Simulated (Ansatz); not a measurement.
Consider ZnTe in the zinc blende structure (space group F-43m, No. 216; a = 6.1134 Å). Axes: x, y, z lie along the cube axes.

Computed with r2SCAN, PAW, 500 eV (Ansatz, a first-principles code; scalar-relativistic without spin-orbit coupling).

A first run, uniaxial strain ε_xx = −1.61 %, gives secant values C11 ≈ 73 GPa and C12 ≈ 41 GPa from its stress. A second run applies biaxial strain +1.09 %, plane normal [001], relaxed out of plane.

### Question
What does linear elasticity predict for −ε⊥/ε∥ in the second run, and what does the run give?

### Answer
Linear elasticity: 2 C12/C11 = 1.12. The run gives 1.08; any difference comes from nonlinear terms at these strains and numerical noise.

Whether these cells are dynamically stable was not tested.
